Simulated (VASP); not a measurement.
# ZnS (F-43m) in VASP: band structure with PBE

Aim: the band structure of ZnS with PBE.

Program: VASP 6.6.1. These are calculated values, not measurements. Logs are shortened: lines on timing, memory, paths and dates and some standing lists are left out, and cuts for length are marked.

**Experimental background.**

“Electronic, vibrational, and thermodynamic properties of ZnS (zincblende and rocksalt structure)”, 2009, arxiv:0911.5022 quotes, for a bulk crystal of ZnS at 19 K: band gap 3.85 eV (direct).

How close the calculation comes is told below.

## Step 1: The structure

The structure is cubic, space group F-43m (No. 216). The conventional cell has a = 5.404 Å, b = 5.404 Å, c = 5.404 Å, α = 90.00°, β = 90.00°, γ = 90.00°. Zn (site symmetry -43m) has 4 S at 2.34 Å as nearest neighbours. Around S (site symmetry -43m) lie 4 Zn at 2.34 Å.

## Step 2: Band structure, PBE

Input file POSCAR:

```
ZnS
1.0
    0.0000000000      2.7020000000      2.7020000000
    2.7020000000      0.0000000000      2.7020000000
    2.7020000000      2.7020000000      0.0000000000
Zn S
1 1
Direct
    0.2500000000      0.2500000000      0.2500000000
    0.0000000000      0.0000000000      0.0000000000
```

Input file INCAR.step1:

```
PREC = Accurate
ENCUT = 520
EDIFF = 1E-7
ISMEAR = 0
SIGMA = 0.02
LREAL = False
LASPH = True
NELM = 100
ALGO = Normal
ISIF = 2
LWAVE = False
LCHARG = True
GGA = PE
```

Input file KPOINTS.step1:

```
regular mesh
0
Gamma
  10 10 10
```

Input file INCAR.step2:

```
PREC = Accurate
ENCUT = 520
EDIFF = 1E-7
ISMEAR = 0
SIGMA = 0.05
LREAL = False
LASPH = True
NELM = 100
ALGO = Normal
ISIF = 2
LWAVE = False
LCHARG = False
GGA = PE
ICHARG = 11
```

Input file KPOINTS.step2:

```
path GXWKGLUWLK,UX
10
line-mode
reciprocal
 0.0000000000  0.0000000000  0.0000000000  G
 0.5000000000  0.0000000000  0.5000000000  X

 0.5000000000  0.0000000000  0.5000000000  X
 0.5000000000  0.2500000000  0.7500000000  W

 0.5000000000  0.2500000000  0.7500000000  W
 0.3750000000  0.3750000000  0.7500000000  K

 0.3750000000  0.3750000000  0.7500000000  K
 0.0000000000  0.0000000000  0.0000000000  G

 0.0000000000  0.0000000000  0.0000000000  G
 0.5000000000  0.5000000000  0.5000000000  L

 0.5000000000  0.5000000000  0.5000000000  L
 0.6250000000  0.2500000000  0.6250000000  U

 0.6250000000  0.2500000000  0.6250000000  U
 0.5000000000  0.2500000000  0.7500000000  W

 0.5000000000  0.2500000000  0.7500000000  W
 0.5000000000  0.5000000000  0.5000000000  L

 0.5000000000  0.5000000000  0.5000000000  L
 0.3750000000  0.3750000000  0.7500000000  K

 0.6250000000  0.2500000000  0.6250000000  U
 0.5000000000  0.0000000000  0.5000000000  X
```

Potentials or basis: VASP PAW PBE potentials, release 64 (Zn, S).

Started as:

```sh
> cat potpaw_PBE.64/Zn/POTCAR potpaw_PBE.64/S/POTCAR > POTCAR
> cp INCAR.step1 INCAR
> cp KPOINTS.step1 KPOINTS
> mpirun -np 1 vasp_std > vasp.out
> cp INCAR.step2 INCAR
> cp KPOINTS.step2 KPOINTS
> mpirun -np 1 vasp_std > vasp.out
```

OUTCAR:

```text
PREC = Accurate
   ENCUT = 520
   EDIFF = 1E-7
   ISMEAR = 0
   LREAL = False
   LASPH = True
   NELM = 100
   ISIF = 2
   GGA = PE
   ICHARG = 11

 ion  position               nearest neighbor table
   1  0.250  0.250  0.250-   2 2.34   2 2.34   2 2.34   2 2.34
   2  0.000  0.000  0.000-   1 2.34   1 2.34   1 2.34   1 2.34

  LATTYP: Found a face centered cubic cell.
 ALAT       =     5.4040000000

  Lattice vectors:

 A1 = (   0.0000000000,   2.7020000000,   2.7020000000)
 A2 = (   2.7020000000,   0.0000000000,   2.7020000000)
 A3 = (   2.7020000000,   2.7020000000,   0.0000000000)

Analysis of symmetry for initial positions (statically):
=====================================================================
 Subroutine PRICEL returns:
 Original cell was already a primitive cell.

 Routine SETGRP: Setting up the symmetry group for a
 face centered cubic supercell.

 Subroutine GETGRP returns: Found 24 space group operations
 (whereof 24 operations were pure point group operations)
 out of a pool of 48 trial point group operations.

The static configuration has the point symmetry T_d .

Analysis of symmetry for dynamics (positions and initial velocities):
=====================================================================
 Subroutine PRICEL returns:
 Original cell was already a primitive cell.

 Routine SETGRP: Setting up the symmetry group for a
 face centered cubic supercell.

 Subroutine GETGRP returns: Found 24 space group operations
 (whereof 24 operations were pure point group operations)
 out of a pool of 48 trial point group operations.

The dynamic configuration has the point symmetry T_d .

 Subroutine INISYM returns: Found 24 space group operations
 (whereof 24 operations are pure point group operations),
 and found     1 'primitive' translations

----------------------------------------------------------------------------------------

                                     Primitive cell

  volume of cell :      39.4535

  direct lattice vectors                    reciprocal lattice vectors
     0.000000000  2.702000000  2.702000000    -0.185048113  0.185048113  0.185048113
     2.702000000  0.000000000  2.702000000     0.185048113 -0.185048113  0.185048113
     2.702000000  2.702000000  0.000000000     0.185048113  0.185048113 -0.185048113

  length of vectors
     3.821205046  3.821205046  3.821205046     0.320512733  0.320512733  0.320512733

  position of ions in fractional coordinates (direct lattice)
     0.250000000  0.250000000  0.250000000
     0.000000000  0.000000000  0.000000000

  ion indices of the primitive-cell ions
   primitive index   ion index
                 1           1
                 2           2

----------------------------------------------------------------------------------------

 KPOINTS: path GXWKGLUWLK,UX

Interpolating k-points between supplied coordinates.

 Line segments in fractional coordinates (reciprocal lattice):
    0.000000  0.000000  0.000000  ...  0.500000  0.000000  0.500000
    0.500000  0.000000  0.500000  ...  0.500000  0.250000  0.750000
    0.500000  0.250000  0.750000  ...  0.375000  0.375000  0.750000
    0.375000  0.375000  0.750000  ...  0.000000  0.000000  0.000000
    0.000000  0.000000  0.000000  ...  0.500000  0.500000  0.500000
    0.500000  0.500000  0.500000  ...  0.625000  0.250000  0.625000
    0.625000  0.250000  0.625000  ...  0.500000  0.250000  0.750000
    0.500000  0.250000  0.750000  ...  0.500000  0.500000  0.500000
    0.500000  0.500000  0.500000  ...  0.375000  0.375000  0.750000
    0.625000  0.250000  0.625000  ...  0.500000  0.000000  0.500000

 Generated    10 points on each line segment, for a total of    100 k-points:

 Following reciprocal coordinates:
            Coordinates               Weight
  0.000000  0.000000  0.000000      0.010000
  0.055556  0.000000  0.055556      0.010000
  0.111111  0.000000  0.111111      0.010000
  0.166667  0.000000  0.166667      0.010000
  0.222222  0.000000  0.222222      0.010000
  0.277778  0.000000  0.277778      0.010000
[... 16 lines left out ...]
  0.472222  0.277778  0.750000      0.010000
  0.458333  0.291667  0.750000      0.010000
 [... further k-points ...]
   k-points           NKPTS =    100   k-points in BZ     NKDIM =    100   number of bands    NBANDS=     13
   number of dos      NEDOS =    301   number of ions     NIONS =      2
   total plane-waves  NPLWV =  21952
   dimension x,y,z NGX =    28 NGY =   28 NGZ =   28
   dimension x,y,z NGXF=    56 NGYF=   56 NGZF=   56
   ions per type =               1   1
   NGX,Y,Z   is equivalent  to a cutoff of  12.18, 12.18, 12.18 a.u.
   NGXF,Y,Z  is equivalent  to a cutoff of  24.36, 24.36, 24.36 a.u.
 SYSTEM =  unknown system
   PREC   = accura    normal or accurate (medium, high low for compatibility)
   ISTART =      0    job   : 0-new  1-cont  2-samecut
   ICHARG =     11    charge: 1-file 2-atom 10-const
   ISPIN  =      1    spin polarized calculation?
   LNONCOLLINEAR =      F non collinear calculations
   LSORBIT =      F    spin-orbit coupling
   LASPH  =      T    aspherical Exc in radial PAW
   ENCUT  =  520.0 eV  38.22 Ry    6.18 a.u.   7.10  7.10  7.10*2*pi/ulx,y,z
   NELM   =    100;   NELMIN=  2; NELMDL=  0     # of ELM steps
   EDIFF  = 0.1E-06   stopping-criterion for ELM
   LREAL  =      F    real-space projection
   EDIFFG = 0.1E-05   stopping-criterion for IOM
   NSW    =      0    number of steps for IOM
   IBRION =     -1    ionic relax: 0-MD 1-quasi-New 2-CG
   NFREE  =      0    steps in history (QN), initial steepest desc. (CG)
   ISIF   =      2    stress and relaxation
   ISYM   =      2    0-nonsym 1-usesym 2-fastsym
   POTIM  = 0.5000    time-step for ionic-motion
   TEBEG  =    0.0;   TEEND  =   0.0 temperature during run
   PSTRESS=    0.0 pullay stress
   NELECT =      18.0000    total number of electrons
   NUPDOWN=      -1.0000    fix difference up-down
   EMIN   =  10.00;   EMAX   =-10.00  energy-range for DOS
   EFERMI =   0.00;   METHOD = LEGACY
   ISMEAR =     0;   SIGMA  =   0.05  broadening in eV -4-tet -1-fermi 0-gaus
   EFERMI_NEDOS =   21; number of points for ismear=-14 and -15
   IALGO  =     38    algorithm
   IMIX   =      4    mixing-type and parameters
     AMIX     =   0.40;   BMIX     =  1.00
     AMIX_MAG =   1.60;   BMIX_MAG =  1.00
  volume/ion in A,a.u.               =      19.73       133.12
  Fermi-wavevector in a.u.,A,eV,Ry     =   1.260290  2.381602 21.610537  1.588330
  Thomas-Fermi vector in A             =   2.393807
   LORBIT       =      0    0 simple, 1 ext, 2 COOP (PROOUT), +10 PAW based schemes
   GGA     = PE    functional components
   LHFCALC =     F    Hartree Fock is set to
   AEXX    =    0.0000 exact exchange contribution
   IVDW    =     0    specifies the selected vdW correction
   LEPSILON=     F    determine dielectric tensor
   LRPA    =     F    only Hartree local field effects (RPA)
 non-spin polarized calculation
 Gauss-broadening in eV      SIGMA  =   0.05
  energy-cutoff  :      520.00
  volume of cell :       39.45
 maximum number of plane-waves:      1074

 number of electron      18.0000000 magnetization

 Free energy of the ion-electron system (eV)
  ---------------------------------------------------
  ext. energy  EPLUGINS =         0.00000000
  ---------------------------------------------------
  free energy    TOTEN  =        -7.12105192 eV

  energy without entropy =       -7.12105192  energy(sigma->0) =       -7.12105192

 E-fermi :   2.3557     XC(G=0):  -9.6300

 val. band max:        2.1062086651   @ k =   0.0000   0.0000   0.0000
 cond. band min:       4.2211249903   @ k =   0.0000   0.0000   0.0000
 fundamental gap:      2.1149163252
 Fermi energy:         2.3556747543

 k-point     1 :       0.0000    0.0000    0.0000
  band No.  band energies     occupation
      1     -11.0338      2.00000
      2      -4.2324      2.00000
      3      -4.2323      2.00000
      4      -4.2323      2.00000
      5      -3.7327      2.00000
      6      -3.7327      2.00000
      7       2.1062      2.00000
      8       2.1062      2.00000
      9       2.1062      2.00000
     10       4.2211      0.00000
     11       8.5034      0.00000
     12       8.5034      0.00000
     13       8.5034      0.00000

 k-point     2 :       0.0556    0.0000    0.0556
  band No.  band energies     occupation
      1     -11.0023      2.00000
      2      -4.2367      2.00000
      3      -4.2245      2.00000
      4      -4.2245      2.00000
      5      -3.7362      2.00000
      6      -3.7304      2.00000
      7       1.8123      2.00000
      8       2.0174      2.00000
      9       2.0174      2.00000
     10       4.5441      0.00000
     11       8.3350      0.00000
     12       8.6358      0.00000
     13       8.6358      0.00000

 k-point     3 :       0.1111    0.0000    0.1111
  band No.  band energies     occupation
      1     -10.9099      2.00000
      2      -4.2483      2.00000
      3      -4.2014      2.00000
      4      -4.2014      2.00000
      5      -3.7461      2.00000
      6      -3.7239      2.00000
      7       1.2055      2.00000
      8       1.7756      2.00000
      9       1.7756      2.00000
     10       5.2194      0.00000
     11       7.9177      0.00000
     12       9.0091      0.00000
     13       9.0091      0.00000
[... 305 lines left out ...]
 k-point    23 :       0.4722    0.2778    0.7500
  band No.  band energies     occupation
      1      -9.7931      2.00000
      2      -4.1038      2.00000
      3      -3.9535      2.00000
      4      -3.8048      2.00000
      5      -3.7540      2.00000
      6      -3.3448      2.00000
      7      -2.4802      2.00000
      8      -0.7687      2.00000
      9      -0.4152      2.00000
     10       7.5832      0.00000
     11       8.1172      0.00000
     12      10.0854      0.00000
     13      10.5962      0.00000

 k-point    24 :       0.4583    0.2917    0.7500
  band No.  band energies     occupation
      1      -9.7975      2.00000
      2      -4.1100      2.00000
      3      -3.9554      2.00000
      4      -3.8123      2.00000
      5      -3.7420      2.00000
      6      -3.3536      2.00000
      7      -2.4834      2.00000
      8      -0.8291      2.00000
      9      -0.2832      2.00000
     10       7.3324      0.00000
     11       8.1103      0.00000
     12      10.2550      0.00000
     13      10.8038      0.00000

 [... further k-points ...]

------------------------ aborting loop because EDIFF is reached ----------------------------------------

  FORCE on cell =-STRESS in cart. coord.  units (eV):
  Direction    XX          YY          ZZ          XY          YZ          ZX
  --------------------------------------------------------------------------------------
  -------------------------------------------------------------------------------------
  Total       -0.6485960     -0.6485960     -0.6485960      0.0000000     -0.0000000     -0.0000000
  in kB      -26.3389733    -26.3389733    -26.3389733      0.0000000     -0.0000000     -0.0000000
  external PRESSURE =     -26.3389733 kB  Pullay stress =       0.0000000 kB

 VOLUME and BASIS-vectors are now :
 -----------------------------------------------------------------------------
  energy-cutoff  :      520.00
  volume of cell :       39.45
      direct lattice vectors                 reciprocal lattice vectors
     0.000000000  2.702000000  2.702000000    -0.185048113  0.185048113  0.185048113
     2.702000000  0.000000000  2.702000000     0.185048113 -0.185048113  0.185048113
     2.702000000  2.702000000  0.000000000     0.185048113  0.185048113 -0.185048113

 POSITION                                       TOTAL-FORCE (eV/Angst)
 -----------------------------------------------------------------------------------
      1.35100      1.35100      1.35100        -0.000000     -0.000000     -0.000000
      0.00000      0.00000      0.00000         0.000000      0.000000      0.000000
 -----------------------------------------------------------------------------------
    total drift:                               -0.000001     -0.000001     -0.000001

  FREE ENERGIE OF THE ION-ELECTRON SYSTEM (eV)
  ---------------------------------------------------
  free  energy   TOTEN  =        -7.1210519197 eV

  energy  without entropy=       -7.1210519197  energy(sigma->0) =       -7.12105192
```

Wall time 23 s (1 thread of Intel Xeon Platinum 8559C (Emerald Rapids), shared host); peak memory 0.17 GiB.

Results:

```
Band gap on the k mesh  : 2.11 eV, direct
Band gap along the path : 2.11 eV, direct
```

Levels at the corners of the path, in eV from the valence-band top:
```csv
point,band 7,band 8,band 9,band 10,band 11,band 12
Γ,0.00,0.00,0.00,2.11,6.40,6.40
X,-4.56,-2.22,-2.22,3.41,4.08,10.98
X,-4.56,-2.22,-2.22,3.41,4.08,10.98
W,-4.59,-2.75,-2.71,5.71,6.04,7.88
W,-4.59,-2.75,-2.71,5.71,6.04,7.88
K,-4.62,-3.11,-1.80,4.13,5.97,9.40
K,-4.62,-3.11,-1.80,4.13,5.97,9.40
Γ,0.00,0.00,0.00,2.11,6.40,6.40
Γ,0.00,0.00,0.00,2.11,6.40,6.40
L,-5.29,-0.87,-0.87,3.31,6.93,6.93
L,-5.29,-0.87,-0.87,3.31,6.93,6.93
U,-4.62,-3.11,-1.80,4.13,5.97,9.40
U,-4.62,-3.11,-1.80,4.13,5.97,9.40
W,-4.59,-2.75,-2.71,5.71,6.04,7.88
W,-4.59,-2.75,-2.71,5.71,6.04,7.88
L,-5.29,-0.87,-0.87,3.31,6.93,6.93
L,-5.29,-0.87,-0.87,3.31,6.93,6.93
K,-4.62,-3.11,-1.80,4.13,5.97,9.40
U,-4.62,-3.11,-1.80,4.13,5.97,9.40
X,-4.56,-2.22,-2.22,3.41,4.08,10.98
```

Caveat: the log is that of the step along the path at fixed density, whose energy, stress, charges and moments have no meaning.

## Step 3: Against experiment

Step 2. A measured gap of ZnS is 3.85 eV (direct; 19 K; quoted in “Electronic, vibrational, and thermodynamic properties of ZnS (zincblende and rocksalt structure)”, 2009, arxiv:0911.5022); the calculated 2.11 eV misses it by -1.74 eV. The value is that of PBE, without temperature or zero-point motion. Semilocal functionals fall short of measured gaps as a rule.
